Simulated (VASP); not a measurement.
Input of a VASP 6.6.1 run:

File INCAR:

```
SYSTEM = P
  ALGO = Normal
  EDIFF = 1E-7
  ENCUT = 520
  GGA = PS
  ISIF = 2
  ISMEAR = 0
  IVDW = 12
  LASPH = .TRUE.
  LCHARG = .FALSE.
  LREAL = .FALSE.
  LWAVE = .FALSE.
  NELM = 60
  PREC = Accurate
  SIGMA = 0.02
```

KPOINTS

```
k-points
0
G
  12 12 12
  0 0 0
```

Contents of POSCAR:

```
P                                       
1.0
    1.6733725819      0.9661221134      2.7243537051
   -1.6733725819      0.9661221134      2.7243537051
    0.0000000000     -1.9322442158      2.7243537046
  P             
     2
Direct
     0.2436760021316468    0.2436760021316468    0.2436760021309434
     0.7563239978683532    0.7563239978683532    0.7563239978690638
```

The input KPOINTS_OPT:

```
path GLB1,BZGX,QFP1Z,LP
20
line-mode
reciprocal
 0.0000000000  0.0000000000  0.0000000000  G
 0.5000000000  0.0000000000  0.0000000000  L

 0.5000000000  0.0000000000  0.0000000000  L
 0.5000000000  0.2342330832 -0.2342330832  B1

 0.7657669168  0.5000000000  0.2342330832  B
 0.5000000000  0.5000000000  0.5000000000  Z

 0.5000000000  0.5000000000  0.5000000000  Z
 0.0000000000  0.0000000000  0.0000000000  G

 0.0000000000  0.0000000000  0.0000000000  G
 0.3671165416  0.0000000000 -0.3671165416  X

 0.6328834584  0.3671165416  0.0000000000  Q
 0.5000000000  0.5000000000  0.0000000000  F

 0.5000000000  0.5000000000  0.0000000000  F
 0.6328834584  0.6328834584  0.2342330832  P1

 0.6328834584  0.6328834584  0.2342330832  P1
 0.5000000000  0.5000000000  0.5000000000  Z

 0.5000000000  0.0000000000  0.0000000000  L
 0.7657669168  0.3671165416  0.3671165416  P
```

Potentials or basis: VASP PAW PBE potentials, release 64 (P).

Run with:

```console
$ cat potpaw_PBE.64/P/POTCAR > POTCAR
$ mpirun -np 1 vasp_std > vasp.out
```

Predict the band gap along the path.

none (metal or under the smearing width).

Estimate the dispersion energy per atom.

-0.430 eV.

Levels at the corners of the path, in eV from the Fermi level:
```tsv
point	band 2	band 3	band 4	band 5	band 6	band 7	band 8	band 9
Γ	-2.45	-2.45	-2.29	-0.56	3.83	4.03	4.03	5.75
L	-12.98	-2.22	-1.93	-1.25	-1.06	1.56	1.77	12.26
L	-12.98	-2.22	-1.93	-1.25	-1.06	1.56	1.77	12.41
B1	-11.19	-8.33	-8.16	0.14	0.91	5.66	5.69	9.78
B	-11.19	-8.33	-8.16	0.14	0.91	5.66	5.69	9.78
Z	-12.64	-2.04	-2.04	-1.32	-1.32	1.32	1.96	12.01
Z	-12.64	-2.04	-2.04	-1.32	-1.32	1.32	1.96	12.01
Γ	-2.45	-2.45	-2.29	-0.56	3.83	4.03	4.03	5.60
Γ	-2.45	-2.45	-2.29	-0.56	3.83	4.03	4.03	5.58
X	-11.32	-8.90	-4.98	-3.60	3.85	4.02	6.77	9.92
Q	-11.32	-8.90	-4.98	-3.60	3.85	4.02	6.77	10.04
F	-9.78	-7.37	-5.93	-5.82	0.09	8.73	8.79	9.43
F	-9.78	-7.37	-5.93	-5.82	0.09	8.73	8.79	9.43
P1	-10.73	-8.99	-5.27	-3.85	3.23	4.35	7.21	10.35
P1	-10.73	-8.99	-5.27	-3.85	3.23	4.35	7.21	10.28
Z	-12.64	-2.04	-2.04	-1.32	-1.32	1.32	1.96	12.01
L	-12.98	-2.22	-1.93	-1.25	-1.06	1.56	1.77	12.21
P	-10.73	-8.99	-5.27	-3.85	3.23	4.35	7.21	10.27
```
